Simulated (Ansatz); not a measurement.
Property card for HfO2

Theory: DFT PBE, scalar-relativistic, plane waves, PAW (Ansatz 0.2.0).

Cutoff 420 eV; k points 8×8×8 on the computed 3-atom cell (Γ-centred); Gaussian smearing, width 0.02 eV; no spin polarisation.

The structure is relaxed at this level of theory with its symmetry kept. This fluorite-type form isn't the usual stable structure of the compound.

```
CELL_PARAMETERS angstrom
0.00000 2.54881 2.54881
2.54881 0.00000 2.54881
2.54881 2.54881 0.00000
ATOMIC_POSITIONS crystal
Hf 0.00000 0.00000 0.00000
O 0.25000 0.25000 0.25000
O 0.75000 0.75000 0.75000
```

| Quantity | Value |
| --- | --- |
| Space group | Fm-3m (No. 225) |
| Volume per atom | 11.04 Å³ |
| Formation energy from the elements' standard states (uncorrected) | -3.371 eV/atom |
| Kohn–Sham band gap | 3.75 eV, direct at X |
| Löwdin character of the top 1 eV of the valence band | O 2p 93 % |
| Löwdin character of the lowest 1 eV of the conduction band | Hf 5d 85 %, O 2p 12 % |
| Electron masses at the edge by Cartesian direction of the standard setting (m_e; degenerate bands sorted by energy; no spin-orbit coupling) | x: 1.2; y: 0.74; z: 0.74 |
| Hole masses at the edge by Cartesian direction of the standard setting (m_e; degenerate bands sorted by energy; no spin-orbit coupling) | x: 0.29; y: 3.1; z: 3.1 |
| Bulk modulus | 246 GPa |
| Its pressure derivative | 4.2 |
| Electronic dielectric constant xx, yy, zz of the standard setting (independent particles) | 5.5, 5.5, 5.5 |
| Bader charges (e) | Hf (1 in the cell) 2.69, O (2 in the cell) -1.34 |

Spin-orbit coupling is left out, which matters for the bands of heavy elements.